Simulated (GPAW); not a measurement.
# WC (Qusongite) (P-6m2) in GPAW: a series of runs

One crystal, WC (Qusongite), is run at these levels: RPBE, revPBE+D4; tasks: relaxation of cell and atoms.

All numbers are computed with GPAW 26.7.0; they aren't measurements. Logs are shortened: lines on timing, memory, paths and dates and some standing lists are left out, and cuts for length are marked. The log counts tension as positive stress, the text compression.

### 1 The crystal as given

The structure is hexagonal, space group P-6m2 (No. 187). Conventional cell: a = 2.907 Å, b = 2.907 Å, c = 2.837 Å, α = 90.00°, β = 90.00°, γ = 120.00°. W (site symmetry -6m2) has 6 C at 2.20 Å as nearest neighbours. C (site symmetry -6m2) has 6 W at 2.20 Å as nearest neighbours.

### 2 Relaxation of cell and atoms, RPBE

Contents of run.py:

```python
from ase.filters import FrechetCellFilter
from ase.io import read, write
from ase.optimize import BFGS
from gpaw import GPAW, PW

atoms = read('POSCAR')

calc = GPAW(mode=PW(800),
            xc='RPBE',
            kpts={'size': (10, 10, 9), 'gamma': True},
            occupations={'name': 'fermi-dirac', 'width': 0.05},
            nbands=19,
            convergence={'density': 1e-05, 'forces': 0.0001},
            maxiter=150,
            txt='gpaw.txt')
atoms.calc = calc
opt = BFGS(FrechetCellFilter(atoms), trajectory='relax.traj', logfile='-')
done = opt.run(fmax=0.02, steps=40)
calc.write('gs.gpw')
write('result.traj', atoms)
print('Converged:', done)
print('Cell:', atoms.cell.cellpar().round(4))
print('Volume:', round(atoms.get_volume(), 4))
print(atoms.get_scaled_positions().round(5))
```

Contents of POSCAR:

```
WC
1.0
    2.9065000000      0.0000000000      0.0000000000
   -1.4532500000      2.5171028361      0.0000000000
    0.0000000000      0.0000000000      2.8366000000
W C
1 1
Direct
    0.0000000000      0.0000000000      0.0000000000
    0.6666666667      0.3333333333      0.5000000000
```

Potentials or basis: the program's PAW data sets (release 1.2.1) made for this functional, pw.

Launch:

```bash
$ OMP_NUM_THREADS=1 python run.py
```

gpaw.txt:

```text
__  _  _
 | _ |_)|_||  |
 |__||  | ||/\| - 26.7.0

Input parameters:
  mode=PW(ecut=800.0),
  convergence={'density': 1e-05, 'forces': 0.0001},
  kpts=MonkhorstPack(size=(10, 10, 9), gamma=True),
  maxiter=150,
  nbands=19,
  occupations=Occupations(name='fermi-dirac', width=0.05),
  xc=XC(name='RPBE')

Diagonalizing LCAO Hamiltonian
Converting LCAO to pw mode

           C

       W

Atoms  # Å, Bohr magnetons
|   | symbol |        x |        y |        z |    initial magnetic moments |
|---|--------|----------|----------|----------|-----------------------------|
| 0 |      W | 0.000000 | 0.000000 | 0.000000 | ( 0.0000,  0.0000,  0.0000) |
| 1 |      C | 1.453250 | 0.839034 | 1.418300 | ( 0.0000,  0.0000,  0.0000) |

Unit cell  # Å
| periodic |         x |        y |        z |  lengths |     angles |
|----------|-----------|----------|----------|----------|------------|
|      yes |  2.906500 | 0.000000 | 0.000000 | 2.906500 |  90.000000 |
|      yes | -1.453250 | 2.517103 | 0.000000 | 2.906500 |  90.000000 |
|      yes |  0.000000 | 0.000000 | 2.836600 | 2.836600 | 120.000000 |

Number of symmetries: 12
Symmetry operations  # r_c * U_cc + t_c -> r_c
|    | kind |            matrix            |
|----|------|------------------------------|
|  0 |  σ   |  1, 1, 0,  0,-1, 0,  0, 0, 1 |
|  1 |  C2  |  1, 1, 0,  0,-1, 0,  0, 0,-1 |
|  2 |  E   |  1, 0, 0,  0, 1, 0,  0, 0, 1 |
|  3 |  σ   |  1, 0, 0,  0, 1, 0,  0, 0,-1 |
|  4 |  C3  |  0, 1, 0, -1,-1, 0,  0, 0, 1 |
|  5 |  S3  |  0, 1, 0, -1,-1, 0,  0, 0,-1 |
|  6 |  σ   |  0,-1, 0, -1, 0, 0,  0, 0, 1 |
|  7 |  C2  |  0,-1, 0, -1, 0, 0,  0, 0,-1 |
|  8 |  σ   | -1, 0, 0,  1, 1, 0,  0, 0, 1 |
[... 191 lines left out ...]
No gap
No difference between direct/indirect transitions

Stress tensor  # eV/Ang^3
|         x |         y |         z |
|-----------|-----------|-----------|
| -0.065538 |  0.000000 |  0.000000 |
|  0.000000 | -0.065538 |  0.000000 |
|  0.000000 |  0.000000 | -0.066376 |

Forces  # eV/Ang
|        x |        y |       z |
|----------|----------|---------|
|  0.00000 | -0.00000 | 0.00000 |  # W    0
| -0.00000 | -0.00000 | 0.00000 |  # C    1

Interpolating wave functions to new cell

           C

       W

Atoms  # Å, Bohr magnetons
|   | symbol |        x |         y |        z |    initial magnetic moments |
|---|--------|----------|-----------|----------|-----------------------------|
| 0 |      W | 0.000000 | -0.000000 | 0.000000 | ( 0.0000,  0.0000,  0.0000) |
| 1 |      C | 1.460326 |  0.843120 | 1.425295 | ( 0.0000,  0.0000,  0.0000) |

Unit cell  # Å
| periodic |         x |         y |        z |  lengths |     angles |
|----------|-----------|-----------|----------|----------|------------|
|      yes |  2.920652 | -0.000000 | 0.000000 | 2.920652 |  90.000000 |
|      yes | -1.460326 |  2.529359 | 0.000000 | 2.920652 |  90.000000 |
|      yes |  0.000000 |  0.000000 | 2.850589 | 2.850589 | 120.000000 |

Number of symmetries: 12
Symmetry operations  # r_c * U_cc + t_c -> r_c
|    | kind |            matrix            |
|----|------|------------------------------|
|  0 |  σ   |  1, 1, 0,  0,-1, 0,  0, 0, 1 |
|  1 |  C2  |  1, 1, 0,  0,-1, 0,  0, 0,-1 |
|  2 |  E   |  1, 0, 0,  0, 1, 0,  0, 0, 1 |
|  3 |  σ   |  1, 0, 0,  0, 1, 0,  0, 0,-1 |
|  4 |  C3  |  0, 1, 0, -1,-1, 0,  0, 0, 1 |
|  5 |  S3  |  0, 1, 0, -1,-1, 0,  0, 0,-1 |
|  6 |  σ   |  0,-1, 0, -1, 0, 0,  0, 0, 1 |
|  7 |  C2  |  0,-1, 0, -1, 0, 0,  0, 0,-1 |
|  8 |  σ   | -1, 0, 0,  1, 1, 0,  0, 0, 1 |
[... 190 lines left out ...]
No gap
No difference between direct/indirect transitions

Stress tensor  # eV/Ang^3
|         x |         y |         z |
|-----------|-----------|-----------|
| -0.030206 |  0.000000 |  0.000000 |
| -0.000000 | -0.030206 |  0.000000 |
|  0.000000 |  0.000000 | -0.025002 |

Forces  # eV/Ang
|       x |       y |       z |
|---------|---------|---------|
| 0.00000 | 0.00000 | 0.00000 |  # W    0
| 0.00000 | 0.00000 | 0.00000 |  # C    1
[... 7 lines left out ...]
Atoms  # Å, Bohr magnetons
|   | symbol |        x |         y |         z |    initial magnetic moments |
|---|--------|----------|-----------|-----------|-----------------------------|
| 0 |      W | 0.000000 | -0.000000 | -0.000000 | ( 0.0000,  0.0000,  0.0000) |
| 1 |      C | 1.466286 |  0.846560 |  1.430114 | ( 0.0000,  0.0000,  0.0000) |

Unit cell  # Å
| periodic |         x |         y |        z |  lengths |     angles |
|----------|-----------|-----------|----------|----------|------------|
|      yes |  2.932571 | -0.000000 | 0.000000 | 2.932571 |  90.000000 |
|      yes | -1.466286 |  2.539681 | 0.000000 | 2.932571 |  90.000000 |
|      yes |  0.000000 | -0.000000 | 2.860228 | 2.860228 | 120.000000 |

Number of symmetries: 12
Symmetry operations  # r_c * U_cc + t_c -> r_c
|    | kind |            matrix            |
|----|------|------------------------------|
|  0 |  σ   |  1, 1, 0,  0,-1, 0,  0, 0, 1 |
|  1 |  C2  |  1, 1, 0,  0,-1, 0,  0, 0,-1 |
|  2 |  E   |  1, 0, 0,  0, 1, 0,  0, 0, 1 |
|  3 |  σ   |  1, 0, 0,  0, 1, 0,  0, 0,-1 |
|  4 |  C3  |  0, 1, 0, -1,-1, 0,  0, 0, 1 |
|  5 |  S3  |  0, 1, 0, -1,-1, 0,  0, 0,-1 |
|  6 |  σ   |  0,-1, 0, -1, 0, 0,  0, 0, 1 |
|  7 |  C2  |  0,-1, 0, -1, 0, 0,  0, 0,-1 |
|  8 |  σ   | -1, 0, 0,  1, 1, 0,  0, 0, 1 |
[... 190 lines left out ...]
No gap
No difference between direct/indirect transitions

Stress tensor  # eV/Ang^3
|         x |         y |        z |
|-----------|-----------|----------|
| -0.003000 |  0.000000 | 0.000000 |
| -0.000000 | -0.003000 | 0.000000 |
|  0.000000 |  0.000000 | 0.003453 |

Forces  # eV/Ang
|       x |       y |       z |
|---------|---------|---------|
| 0.00000 | 0.00000 | 0.00000 |  # W    0
| 0.00000 | 0.00000 | 0.00000 |  # C    1
[... 7 lines left out ...]
Atoms  # Å, Bohr magnetons
|   | symbol |        x |         y |         z |    initial magnetic moments |
|---|--------|----------|-----------|-----------|-----------------------------|
| 0 |      W | 0.000000 | -0.000000 | -0.000000 | ( 0.0000,  0.0000,  0.0000) |
| 1 |      C | 1.466779 |  0.846845 |  1.429845 | ( 0.0000,  0.0000,  0.0000) |

Unit cell  # Å
| periodic |         x |         y |         z |  lengths |     angles |
|----------|-----------|-----------|-----------|----------|------------|
|      yes |  2.933558 | -0.000000 |  0.000000 | 2.933558 |  90.000000 |
|      yes | -1.466779 |  2.540536 | -0.000000 | 2.933558 |  90.000000 |
|      yes |  0.000000 |  0.000000 |  2.859690 | 2.859690 | 120.000000 |

Number of symmetries: 12
Symmetry operations  # r_c * U_cc + t_c -> r_c
|    | kind |            matrix            |
|----|------|------------------------------|
|  0 |  σ   |  1, 1, 0,  0,-1, 0,  0, 0, 1 |
|  1 |  C2  |  1, 1, 0,  0,-1, 0,  0, 0,-1 |
|  2 |  E   |  1, 0, 0,  0, 1, 0,  0, 0, 1 |
|  3 |  σ   |  1, 0, 0,  0, 1, 0,  0, 0,-1 |
|  4 |  C3  |  0, 1, 0, -1,-1, 0,  0, 0, 1 |
|  5 |  S3  |  0, 1, 0, -1,-1, 0,  0, 0,-1 |
|  6 |  σ   |  0,-1, 0, -1, 0, 0,  0, 0, 1 |
|  7 |  C2  |  0,-1, 0, -1, 0, 0,  0, 0,-1 |
|  8 |  σ   | -1, 0, 0,  1, 1, 0,  0, 0, 1 |
[... 188 lines left out ...]
No gap
No difference between direct/indirect transitions

Stress tensor  # eV/Ang^3
|         x |         y |        z |
|-----------|-----------|----------|
| -0.001286 |  0.000000 | 0.000000 |
|  0.000000 | -0.001286 | 0.000000 |
|  0.000000 |  0.000000 | 0.003046 |

Forces  # eV/Ang
|       x |       y |       z |
|---------|---------|---------|
| 0.00000 | 0.00000 | 0.00000 |  # W    0
| 0.00000 | 0.00000 | 0.00000 |  # C    1
[... 7 lines left out ...]
Atoms  # Å, Bohr magnetons
|   | symbol |        x |         y |         z |    initial magnetic moments |
|---|--------|----------|-----------|-----------|-----------------------------|
| 0 |      W | 0.000000 | -0.000000 | -0.000000 | ( 0.0000,  0.0000,  0.0000) |
| 1 |      C | 1.467304 |  0.847148 |  1.429094 | ( 0.0000,  0.0000,  0.0000) |

Unit cell  # Å
| periodic |         x |         y |         z |  lengths |     angles |
|----------|-----------|-----------|-----------|----------|------------|
|      yes |  2.934608 | -0.000000 |  0.000000 | 2.934608 |  90.000000 |
|      yes | -1.467304 |  2.541445 | -0.000000 | 2.934608 |  90.000000 |
|      yes |  0.000000 | -0.000000 |  2.858188 | 2.858188 | 120.000000 |

Number of symmetries: 12
Symmetry operations  # r_c * U_cc + t_c -> r_c
|    | kind |            matrix            |
|----|------|------------------------------|
|  0 |  σ   |  1, 1, 0,  0,-1, 0,  0, 0, 1 |
|  1 |  C2  |  1, 1, 0,  0,-1, 0,  0, 0,-1 |
|  2 |  E   |  1, 0, 0,  0, 1, 0,  0, 0, 1 |
|  3 |  σ   |  1, 0, 0,  0, 1, 0,  0, 0,-1 |
|  4 |  C3  |  0, 1, 0, -1,-1, 0,  0, 0, 1 |
|  5 |  S3  |  0, 1, 0, -1,-1, 0,  0, 0,-1 |
|  6 |  σ   |  0,-1, 0, -1, 0, 0,  0, 0, 1 |
|  7 |  C2  |  0,-1, 0, -1, 0, 0,  0, 0,-1 |
|  8 |  σ   | -1, 0, 0,  1, 1, 0,  0, 0, 1 |
[... 137 lines left out ...]
SCF iterations
|iter     | |      energy | eigst |  dens |force |
|---------|-|-------------|-------|-------|------|
|iter:   1| |  -20.079446 | -3.91 |       |      |
|iter:   2| |  -20.079443 | -7.07 | -3.42 |      |
|iter:   3| |  -20.079428c| -6.28 | -3.45 |      |
|iter:   4| |  -20.079429c| -7.96c| -4.21 |      |
|iter:   5| |  -20.079428c| -7.82c| -4.65 |      |
|iter:   6| |  -20.079429c| -8.02c| -4.93 |      |
|iter:   7| |  -20.079429c| -9.28c| -5.78c|      |
|iter:   8| |  -20.079429c|-10.03c| -6.21c|-16.18c|

Converged in 8 steps
Energy contributions relative to reference atoms: (reference = -439814.258887)

Energy contributions:
  Kinetic:          11.812997
  Coulomb:         -14.394263
  Zero:              0.088084
  External:          0.000000
  Xc:              -17.585293
  Entropy:          -0.001909
  Spinorbit:         0.000000
  ----------------------------
  Free energy:     -20.080383
  Extrapolated:    -20.079429
[... 26 lines left out ...]
No gap
No difference between direct/indirect transitions

Stress tensor  # eV/Ang^3
|        x |        y |        z |
|----------|----------|----------|
| 0.000207 | 0.000000 | 0.000000 |
| 0.000000 | 0.000207 | 0.000000 |
| 0.000000 | 0.000000 | 0.000725 |

Forces  # eV/Ang
|        x |        y |       z |
|----------|----------|---------|
| -0.00000 |  0.00000 | 0.00000 |  # W    0
|  0.00000 | -0.00000 | 0.00000 |  # C    1

# Writing to gs.gpw (mode='')
```

Run time: 79 s. Hardware: 1 thread of Arm Neoverse V1, shared host; peak memory 0.24 GiB.

Results:

```
Free energy                            : -20.0804 eV
Relaxed volume                         : 10.66 Å³/atom
Relaxed cell                           : a = 2.935 Å, b = 2.935 Å, c = 2.858 Å, α = 90.00°, β = 90.00°, γ = 120.00°
Space group after relaxing (to 0.05 Å) : P-6m2 (No. 187)
Energy gained by relaxing              : 9.4 meV/atom
Ionic steps                            : 5
Pressure after relaxing                : -0.1 GPa
Band gap on the k mesh                 : none (metal or under the smearing width)
```

Step by step:
```
step  energy change (eV)  largest force (eV/Å)  pressure (GPa)  volume (Å³)
   1              0.0000                0.0000           10.55        20.75
   2             -0.0148                0.0000            4.56        21.06
   3             -0.0187                0.0000            0.14        21.30
   4             -0.0187                0.0000           -0.03        21.31
   5             -0.0188                0.0000           -0.06        21.32
```

Final structure:
```
W C
1.0
     2.93461    0.00000    0.00000
    -1.46730    2.54145    0.00000
     0.00000    0.00000    2.85819
W C
1 1
Cartesian
  0.0000 0.0000 0.0000
  1.4673 0.8471 1.4291
```

Levels at points of the mesh, in eV from the Fermi level:
```tsv
k point	band 6	band 7	band 8	band 9	band 10	band 11	band 12	band 13
(0.00, 0.00, 0.00)	-4.15	-3.23	-3.23	0.10	3.11	3.11	5.49	5.49
(0.50, 0.50, 0.00)	-6.92	-3.47	-3.44	-0.48	2.27	4.35	4.68	6.72
```

Caveat: later steps reuse the first step's grids. Zero-point motion and thermal expansion aren't in these numbers.

### 3 Relaxation of cell and atoms, revPBE+D4, target pressure 20 GPa, at which the enthalpy is minimised

Contents of run.py:

```python
from ase.calculators.mixing import SumCalculator
from ase.filters import FrechetCellFilter
from ase.io import read, write
from ase.optimize import FIRE
from ase.units import GPa
from dftd4.ase import DFTD4
from gpaw import GPAW, PW

atoms = read('WC.xyz')

calc = GPAW(mode=PW(800),
            xc='revPBE',
            kpts={'size': (10, 10, 9), 'gamma': True},
            occupations={'name': 'fermi-dirac', 'width': 0.05},
            nbands=19,
            convergence={'density': 1e-05, 'forces': 0.0001},
            maxiter=150,
            txt='gpaw.txt')
atoms.calc = SumCalculator([calc, DFTD4(method='revpbe')])
opt = FIRE(FrechetCellFilter(atoms, scalar_pressure=20 * GPa), trajectory='relax.traj', logfile='-')
done = opt.run(fmax=0.02, steps=100)
calc.write('gs.gpw')
write('result.traj', atoms)
print('Converged:', done)
print('Cell:', atoms.cell.cellpar().round(4))
print('Volume:', round(atoms.get_volume(), 4))
print(atoms.get_scaled_positions().round(5))
```

Contents of WC.xyz:

```xyz
2
Lattice="2.9065000000 0.0000000000 0.0000000000 -1.4532500000 2.5171028361 0.0000000000 0.0000000000 0.0000000000 2.8366000000" Properties=species:S:1:pos:R:3 pbc="T T T"
W      0.0000000000      0.0000000000      0.0000000000
C      1.4532500001      0.8390342786      1.4183000000
```

Potentials or basis: the program's PAW data sets (release 1.2.1) made for this functional, pw.

Launch:

```bash
$ OMP_NUM_THREADS=1 python run.py
```

gpaw.txt:

```text
__  _  _
 | _ |_)|_||  |
 |__||  | ||/\| - 26.7.0

Input parameters:
  mode=PW(ecut=800.0),
  convergence={'density': 1e-05, 'forces': 0.0001},
  kpts=MonkhorstPack(size=(10, 10, 9), gamma=True),
  maxiter=150,
  nbands=19,
  occupations=Occupations(name='fermi-dirac', width=0.05),
  xc=XC(name='revPBE')

Diagonalizing LCAO Hamiltonian
Converting LCAO to pw mode

           C

       W

Atoms  # Å, Bohr magnetons
|   | symbol |        x |        y |        z |    initial magnetic moments |
|---|--------|----------|----------|----------|-----------------------------|
| 0 |      W | 0.000000 | 0.000000 | 0.000000 | ( 0.0000,  0.0000,  0.0000) |
| 1 |      C | 1.453250 | 0.839034 | 1.418300 | ( 0.0000,  0.0000,  0.0000) |

Unit cell  # Å
| periodic |         x |        y |        z |  lengths |     angles |
|----------|-----------|----------|----------|----------|------------|
|      yes |  2.906500 | 0.000000 | 0.000000 | 2.906500 |  90.000000 |
|      yes | -1.453250 | 2.517103 | 0.000000 | 2.906500 |  90.000000 |
|      yes |  0.000000 | 0.000000 | 2.836600 | 2.836600 | 120.000000 |

Number of symmetries: 12
Symmetry operations  # r_c * U_cc + t_c -> r_c
|    | kind |            matrix            |
|----|------|------------------------------|
|  0 |  σ   |  1, 1, 0,  0,-1, 0,  0, 0, 1 |
|  1 |  C2  |  1, 1, 0,  0,-1, 0,  0, 0,-1 |
|  2 |  E   |  1, 0, 0,  0, 1, 0,  0, 0, 1 |
|  3 |  σ   |  1, 0, 0,  0, 1, 0,  0, 0,-1 |
|  4 |  C3  |  0, 1, 0, -1,-1, 0,  0, 0, 1 |
|  5 |  S3  |  0, 1, 0, -1,-1, 0,  0, 0,-1 |
|  6 |  σ   |  0,-1, 0, -1, 0, 0,  0, 0, 1 |
|  7 |  C2  |  0,-1, 0, -1, 0, 0,  0, 0,-1 |
|  8 |  σ   | -1, 0, 0,  1, 1, 0,  0, 0, 1 |
|  9 |  C2  | -1, 0, 0,  1, 1, 0,  0, 0,-1 |
| 10 |  C3  | -1,-1, 0,  1, 0, 0,  0, 0, 1 |
| 11 |  S3  | -1,-1, 0,  1, 0, 0,  0, 0,-1 |

BZ-sampling:
  Number of BZ points: 900
  Number of IBZ points: 70
[... 194 lines left out ...]
Forces  # eV/Ang
|        x |       y |       z |
|----------|---------|---------|
|  0.00000 | 0.00000 | 0.00000 |  # W    0
| -0.00000 | 0.00000 | 0.00000 |  # C    1

Diagonalizing LCAO Hamiltonian
Converting LCAO to pw mode

           C

       W

Atoms  # Å, Bohr magnetons
|   | symbol |         x |        y |        z |    initial magnetic moments |
|---|--------|-----------|----------|----------|-----------------------------|
| 0 |      W | -0.000000 | 0.000000 | 0.000000 | ( 0.0000,  0.0000,  0.0000) |
| 1 |      C |  1.442227 | 0.832670 | 1.407595 | ( 0.0000,  0.0000,  0.0000) |
[... 3174 lines left out ...]
Forces  # eV/Ang
|        x |        y |       z |
|----------|----------|---------|
| -0.00000 |  0.00000 | 0.00000 |  # W    0
|  0.00000 | -0.00000 | 0.00000 |  # C    1

# Writing to gs.gpw (mode='')
```

stdout:

```text
Step          Energy          fmax
FIRE:    0      -19.283920        1.522762
FIRE:    1      -19.338338        0.922066
FIRE:    2      -19.363753        0.315838
FIRE:    3      -19.364058        0.284295
FIRE:    4      -19.364541        0.224618
FIRE:    5      -19.365019        0.143333
FIRE:    6      -19.365298        0.049168
FIRE:    7      -19.365334        0.052702
FIRE:    8      -19.365336        0.051306
FIRE:    9      -19.365343        0.048586
FIRE:   10      -19.365346        0.044563
FIRE:   11      -19.365358        0.039383
FIRE:   12      -19.365368        0.033175
FIRE:   13      -19.365376        0.026094
FIRE:   14      -19.365370        0.018318
Converged: True
Cell: [  2.8515   2.8515   2.7947  90.      90.     120.    ]
Volume: 19.6795
[[1.      0.      0.     ]
 [0.66667 0.33333 0.5    ]]
```

Wall time 6.9 min (1 thread of Arm Neoverse V1, shared host); peak memory 0.52 GiB.

Results:

```yaml
Free_energy: -21.8229 eV
Relaxed_volume: 9.84 Å³/atom
Relaxed_cell: a = 2.852 Å, b = 2.852 Å, c = 2.795 Å, α = 90.00°, β = 90.00°, γ = 120.00°
Space_group_after_relaxing_to_0.05_Å: P-6m2 (No. 187)
Energy_change_on_relaxing_the_enthalpy_is_what_falls: +26.2 meV/atom
Ionic_steps: 15
Pressure_after_relaxing: 19.7 GPa
Band_gap_on_the_k_mesh: none (metal or under the smearing width)
Dispersion_energy_per_atom: -0.856 eV
```

The path:
```tsv
step	energy change (eV)	largest force (eV/Å)	pressure (GPa)	volume (Å³)
1	0.0000	0.0000	-3.47	20.75
2	0.0040	0.0000	5.95	20.28
3	0.0685	0.0000	22.81	19.56
4	0.0666	0.0000	22.48	19.58
5	0.0631	0.0000	21.85	19.60
6	0.0587	0.0000	21.01	19.63
7	0.0539	0.0000	20.06	19.67
8	0.0497	0.0000	19.18	19.70
9	0.0498	0.0000	19.21	19.70
10	0.0500	0.0000	19.25	19.70
11	0.0503	0.0000	19.32	19.70
12	0.0508	0.0000	19.40	19.69
13	0.0513	0.0000	19.50	19.69
14	0.0518	0.0000	19.62	19.68
15	0.0525	0.0000	19.75	19.68
```

Final structure:
```yaml
crystal:
  lattice:
    - [2.85152, 0.00000, 0.00000]
    - [-1.42576, 2.46949, 0.00000]
    - [0.00000, 0.00000, 2.79467]
  atoms:
    - { symbol: W, position: [0.00000, 0.00000, 0.00000] }
    - { symbol: C, position: [0.66667, 0.33333, 0.50000] }
```

Levels at points of the mesh, in eV from the Fermi level:
| k point | band 7 | band 8 | band 9 | band 10 | band 11 | band 12 |
| --- | --- | --- | --- | --- | --- | --- |
| (0.00, 0.00, 0.00) | -3.51 | -3.51 | 0.07 | 3.49 | 3.49 | 5.93 |
| (0.50, 0.00, 0.00) | -3.88 | -3.81 | -0.45 | 2.50 | 4.91 | 5.31 |
| (0.50, 0.50, 0.00) | -3.88 | -3.81 | -0.45 | 2.50 | 4.91 | 5.31 |

Caveat: later steps reuse the first step's grids; pairwise dispersion overbinds metals, which lowers pressure and volume. Spin-orbit coupling is left out, which matters for the levels of W.
